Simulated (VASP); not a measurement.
# Fe (P6_3/mmc) in VASP: a series of runs

Runs on Fe. Level: revPBE. Tasks: single point.

Everything below comes from runs of VASP 6.6.1. Logs are shortened: lines on timing, memory, paths and dates and some standing lists are left out, and cuts for length are marked.

### 1 The structure

It takes space group P6_3/mmc (No. 194, hexagonal). The conventional cell has a = 2.537 Å, b = 2.537 Å, c = 4.415 Å, α = 90.00°, β = 90.00°, γ = 120.00°. Fe (site symmetry -6m2) has 12 Fe at 2.54 to 2.65 Å as nearest neighbours.

This isn't the form of Fe at room conditions, which is bcc.

### 2 Single point, revPBE, collinear spin, typed start

INCAR reads:

```
  PREC = Accurate
  ENCUT = 520
  EDIFF = 1E-6
  ISMEAR = -1
  SIGMA = 0.05
  LREAL = False
  LASPH = True
  NELM = 150
  ALGO = Fast
  ISIF = 2
  LWAVE = False
  LCHARG = True
  ISPIN = 2
  MAGMOM = 2.606 2.606
  LORBIT = 11
  LMAXMIX = 4
  GGA = RE
  LELF = True
  LVHAR = True
  NBANDS = 19
```

KPOINTS reads:

```
Automatic mesh
0
Gamma
  23 23 12
```

POSCAR reads:

```
Fe
1.0
    2.5365280299      0.0000000000      0.0000000000
   -1.2682640150      2.1966977113      0.0000000000
    0.0000000000      0.0000000000      4.4145004552
Fe
2
Direct
    0.3333333333      0.6666666667      0.2500000000
    0.6666666667      0.3333333333      0.7500000000
```

Potentials or basis: VASP PAW PBE potentials, release 64 (Fe).

The run is started by

```console
> cat potpaw_PBE.64/Fe/POTCAR > POTCAR
> mpirun -np 1 vasp_std > vasp.out
```

OUTCAR:

```text
PREC = Accurate
   ENCUT = 520
   EDIFF = 1E-6
   ISMEAR = -1
   LREAL = False
   LASPH = True
   NELM = 150
   ISIF = 2
   ISPIN = 2
   LORBIT = 11
   GGA = RE

 ion  position               nearest neighbor table
   1  0.333  0.667  0.250-   2 2.65   2 2.65   2 2.65   2 2.65   2 2.65   2 2.65
   2  0.667  0.333  0.750-   1 2.65   1 2.65   1 2.65   1 2.65   1 2.65   1 2.65

  LATTYP: Found a hexagonal cell.
 ALAT       =     2.5365280299
 C/A-ratio  =     1.7403712489

  Lattice vectors:

 A1 = (   2.5365280299,   0.0000000000,   0.0000000000)
 A2 = (  -1.2682640150,   2.1966977113,   0.0000000000)
 A3 = (   0.0000000000,   0.0000000000,   4.4145004552)

Analysis of symmetry for initial positions (statically):
=====================================================================
 Subroutine PRICEL returns:
 Original cell was already a primitive cell.

 Routine SETGRP: Setting up the symmetry group for a
 hexagonal supercell.

 Subroutine GETGRP returns: Found 24 space group operations
 (whereof 12 operations were pure point group operations)
 out of a pool of 24 trial point group operations.

The static configuration has the point symmetry D_3d.
 The point group associated with its full space group is D_6h.

Analysis of symmetry for dynamics (positions and initial velocities):
=====================================================================
 Subroutine PRICEL returns:
 Original cell was already a primitive cell.

 Routine SETGRP: Setting up the symmetry group for a
 hexagonal supercell.

 Subroutine GETGRP returns: Found 24 space group operations
 (whereof 12 operations were pure point group operations)
 out of a pool of 24 trial point group operations.

The dynamic configuration has the point symmetry D_3d.
 The point group associated with its full space group is D_6h.

Analysis of structural, dynamic, and magnetic symmetry:
=====================================================================
 Subroutine PRICEL returns:
 Original cell was already a primitive cell.

 Routine SETGRP: Setting up the symmetry group for a
 hexagonal supercell.

 Subroutine GETGRP returns: Found 24 space group operations
 (whereof 12 operations were pure point group operations)
 out of a pool of 24 trial point group operations.

The overall configuration has the point symmetry D_3d.
 The point group associated with its full space group is D_6h.

 Subroutine INISYM returns: Found 24 space group operations
 (whereof 12 operations are pure point group operations),
 and found     1 'primitive' translations

----------------------------------------------------------------------------------------

                                     Primitive cell

  volume of cell :      24.5975

  direct lattice vectors                    reciprocal lattice vectors
     2.536528030  0.000000000  0.000000000     0.394239680  0.227614386  0.000000000
    -1.268264015  2.196697711  0.000000000     0.000000000  0.455228771  0.000000000
     0.000000000  0.000000000  4.414500455     0.000000000  0.000000000  0.226526197

  length of vectors
     2.536528030  2.536528030  4.414500455     0.455228771  0.455228771  0.226526197

  position of ions in fractional coordinates (direct lattice)
     0.333333333  0.666666667  0.250000000
     0.666666667  0.333333333  0.750000000

  ion indices of the primitive-cell ions
   primitive index   ion index
                 1           1
                 2           2

----------------------------------------------------------------------------------------

 KPOINTS: Automatic mesh

Automatic generation of k-mesh.
 Grid dimensions read from file:
 generate k-points for:   23   23   12

 Generating k-lattice:

  Cartesian coordinates                     Fractional coordinates (reciprocal lattice)
     0.017140856  0.009896278  0.000000000     0.043478261  0.000000000  0.000000000
     0.000000000  0.019792555  0.000000000     0.000000000  0.043478261  0.000000000
     0.000000000  0.000000000  0.018877183     0.000000000  0.000000000  0.083333333

  Length of vectors
     0.019792555  0.019792555  0.018877183

  Shift w.r.t. Gamma in fractional coordinates (k-lattice)
     0.000000000  0.000000000  0.000000000

 Subroutine IBZKPT returns following result:
 ===========================================

 Found    392 irreducible k-points:

 Following reciprocal coordinates:
            Coordinates               Weight
  0.000000  0.000000  0.000000      1.000000
  0.043478 -0.000000  0.000000      6.000000
  0.086957 -0.000000  0.000000      6.000000
  0.130435 -0.000000  0.000000      6.000000
  0.173913 -0.000000  0.000000      6.000000
  0.217391 -0.000000  0.000000      6.000000
[... 16 lines left out ...]
  0.478261  0.043478  0.000000      6.000000
  0.086957  0.086957  0.000000      6.000000
 [... further k-points ...]
   k-points           NKPTS =    392   k-points in BZ     NKDIM =    392   number of bands    NBANDS=     19
   number of dos      NEDOS =    301   number of ions     NIONS =      2
   total plane-waves  NPLWV =  14400
   dimension x,y,z NGX =    20 NGY =   20 NGZ =   36
   dimension x,y,z NGXF=    40 NGYF=   40 NGZF=   72
   ions per type =               2
   NGX,Y,Z   is equivalent  to a cutoff of  13.11, 13.11, 13.56 a.u.
   NGXF,Y,Z  is equivalent  to a cutoff of  26.22, 26.22, 27.11 a.u.
 SYSTEM =  unknown system
   PREC   = accura    normal or accurate (medium, high low for compatibility)
   ISTART =      0    job   : 0-new  1-cont  2-samecut
   ICHARG =      2    charge: 1-file 2-atom 10-const
   ISPIN  =      2    spin polarized calculation?
   LNONCOLLINEAR =      F non collinear calculations
   LSORBIT =      F    spin-orbit coupling
   LASPH  =      T    aspherical Exc in radial PAW
   ENCUT  =  520.0 eV  38.22 Ry    6.18 a.u.   4.72  4.72  8.21*2*pi/ulx,y,z
   NELM   =    150;   NELMIN=  2; NELMDL= -5     # of ELM steps
   EDIFF  = 0.1E-05   stopping-criterion for ELM
   LREAL  =      F    real-space projection
   EDIFFG = 0.1E-04   stopping-criterion for IOM
   NSW    =      0    number of steps for IOM
   IBRION =     -1    ionic relax: 0-MD 1-quasi-New 2-CG
   NFREE  =      0    steps in history (QN), initial steepest desc. (CG)
   ISIF   =      2    stress and relaxation
   ISYM   =      2    0-nonsym 1-usesym 2-fastsym
   POTIM  = 0.5000    time-step for ionic-motion
   TEBEG  =    0.0;   TEEND  =   0.0 temperature during run
   PSTRESS=    0.0 pullay stress
   NELECT =      16.0000    total number of electrons
   NUPDOWN=      -1.0000    fix difference up-down
   EMIN   =  10.00;   EMAX   =-10.00  energy-range for DOS
   EFERMI =   0.00;   METHOD = LEGACY
   ISMEAR =    -1;   SIGMA  =   0.05  broadening in eV -4-tet -1-fermi 0-gaus
   EFERMI_NEDOS =   21; number of points for ismear=-14 and -15
   IALGO  =     68    algorithm
   IMIX   =      4    mixing-type and parameters
     AMIX     =   0.40;   BMIX     =  1.00
     AMIX_MAG =   1.60;   BMIX_MAG =  1.00
  volume/ion in A,a.u.               =      12.30        83.00
  Fermi-wavevector in a.u.,A,eV,Ry     =   1.418462  2.680504 27.375383  2.012034
  Thomas-Fermi vector in A             =   2.539585
   LORBIT       =     11    0 simple, 1 ext, 2 COOP (PROOUT), +10 PAW based schemes
   GGA     = RE    functional components
   LHFCALC =     F    Hartree Fock is set to
   AEXX    =    0.0000 exact exchange contribution
   IVDW    =     0    specifies the selected vdW correction
   LEPSILON=     F    determine dielectric tensor
   LRPA    =     F    only Hartree local field effects (RPA)
 spin polarized calculation
 RMM-DIIS sequential band-by-band and
  energy-cutoff  :      520.00
  volume of cell :       24.60
 maximum number of plane-waves:       678
 NGX is ok and might be reduce to    20
   NGX =  9   NGY =  9   NGZ = 17

 number of electron      15.9999999 magnetization       5.2100197

 Free energy of the ion-electron system (eV)
  ---------------------------------------------------
  ext. energy  EPLUGINS =         0.00000000
  ---------------------------------------------------
  free energy    TOTEN  =       -15.37867210 eV

  energy without entropy =      -15.35794120  energy(sigma->0) =      -15.36830665

 E-fermi :   5.4183     XC(G=0): -12.5832

 val. band max:        5.4182692021   @ k =   0.0870   0.0870   0.3333
 cond. band min:       5.4187687106   @ k =   0.2609   0.2609   0.0833
 fundamental gap:      0.0004995086
 Fermi energy:         5.4183410657

 spin component 1

 k-point     1 :       0.0000    0.0000    0.0000
  band No.  band energies     occupation
      1      -2.8689      1.00000
      2       0.5887      1.00000
      3       2.7726      1.00000
      4       3.0315      1.00000
      5       3.0315      1.00000
      6       3.2544      1.00000
[... 11 lines left out ...]
     18      29.5458      0.00000
     19      30.6160      0.00000
[... 485 lines left out ...]
 k-point    24 :       0.0870    0.0870    0.0000
  band No.  band energies     occupation
      1      -2.1089      1.00000
      2       1.0802      1.00000
      3       2.5741      1.00000
      4       2.7736      1.00000
      5       3.0549      1.00000
      6       3.1603      1.00000
[... 11 lines left out ...]
     18      28.8477      0.00000
     19      29.3511      0.00000

 [... further k-points ...]

 spin component 2

 k-point     1 :       0.0000    0.0000    0.0000
  band No.  band energies     occupation
      1      -2.6276      1.00000
      2       1.8413      1.00000
      3       4.7594      1.00000
      4       4.9194      0.99995
      5       5.5217      0.11234
      6       5.5217      0.11234
[... 11 lines left out ...]
     18      30.3875      0.00000
     19      31.2602      0.00000
[... 485 lines left out ...]
 k-point    24 :       0.0870    0.0870    0.0000
  band No.  band energies     occupation
      1      -1.8613      1.00000
      2       2.4220      1.00000
      3       4.1589      1.00000
      4       4.8179      0.99999
      5       5.4773      0.23509
      6       5.5160      0.12414
[... 11 lines left out ...]
     18      29.1196      0.00000
     19      29.6178      0.00000

 [... further k-points ...]

------------------------ aborting loop because EDIFF is reached ----------------------------------------

  FORCE on cell =-STRESS in cart. coord.  units (eV):
  Direction    XX          YY          ZZ          XY          YZ          ZX
  --------------------------------------------------------------------------------------
  -------------------------------------------------------------------------------------
  Total        0.1237022      0.1237022      0.0085321     -0.0000000      0.0000000      0.0000000
  in kB        8.0574296      8.0574296      0.5557457     -0.0000000      0.0000000      0.0000000
  external PRESSURE =       5.5568683 kB  Pullay stress =       0.0000000 kB

 VOLUME and BASIS-vectors are now :
 -----------------------------------------------------------------------------
  energy-cutoff  :      520.00
  volume of cell :       24.60
      direct lattice vectors                 reciprocal lattice vectors
     2.536528030  0.000000000  0.000000000     0.394239680  0.227614386  0.000000000
    -1.268264015  2.196697711  0.000000000     0.000000000  0.455228771  0.000000000
     0.000000000  0.000000000  4.414500455     0.000000000  0.000000000  0.226526197

 POSITION                                       TOTAL-FORCE (eV/Angst)
 -----------------------------------------------------------------------------------
     -0.00000      1.46447      1.10363        -0.000000      0.000000      0.000000
      1.26826      0.73223      3.31088         0.000000     -0.000000      0.000000
 -----------------------------------------------------------------------------------
    total drift:                                0.000000     -0.000000     -0.000000

  FREE ENERGIE OF THE ION-ELECTRON SYSTEM (eV)
  ---------------------------------------------------
  free  energy   TOTEN  =       -15.3786721039 eV

  energy  without entropy=      -15.3579412047  energy(sigma->0) =      -15.36830665

 total charge

# of ion       s       p       d       tot
------------------------------------------
    1        0.466   0.472   6.186   7.123
    2        0.466   0.472   6.186   7.123
--------------------------------------------------
tot          0.931   0.944  12.371  14.247

 magnetization (x)

# of ion       s       p       d       tot
------------------------------------------
    1       -0.016  -0.039   2.655   2.599
    2       -0.016  -0.039   2.655   2.599
--------------------------------------------------
tot         -0.033  -0.079   5.309   5.197
```

Wall time 2.8 min (1 thread of Intel Xeon 6975P-C (Granite Rapids), shared host); peak memory 0.35 GiB.

Results:

```yaml
Free_energy: -15.3787 eV
Pressure: 0.6 GPa
Band_gap_on_the_k_mesh: none (metal or under the smearing width)
Net_moment: 5.21 μB per cell
Site_moments: Fe +2.60 μB
Valence_electrons_inside_the_program's_atomic_spheres: Fe 7.12
```

Levels at points of the mesh, in eV from the Fermi level:
Spin up:
| k point | band 7 | band 8 | band 9 | band 10 | band 11 | band 12 | band 13 | band 14 | band 15 | band 16 |
| --- | --- | --- | --- | --- | --- | --- | --- | --- | --- | --- |
| (0.00, 0.00, 0.00) | -2.16 | -1.66 | -1.66 | -0.86 | -0.86 | -0.79 | 4.99 | 21.33 | 21.39 | 23.86 |
| (0.00, 0.00, 0.50) | -2.40 | -2.40 | -1.13 | -1.13 | -1.13 | -1.13 | 12.19 | 12.19 | 21.95 | 21.95 |
Spin down:
| k point | band 2 | band 3 | band 4 | band 5 | band 6 | band 7 | band 8 | band 9 |
| --- | --- | --- | --- | --- | --- | --- | --- | --- |
| (0.00, 0.00, 0.00) | -3.58 | -0.66 | -0.50 | 0.10 | 0.10 | 0.39 | 0.39 | 1.35 |
| (0.00, 0.00, 0.50) | -6.09 | -1.00 | -1.00 | 0.13 | 0.13 | 0.13 | 0.13 | 1.95 |

Caveat: the PAW data sets were made with another functional, which shifts forces and pressure a little.

[end of part 1 of 2]
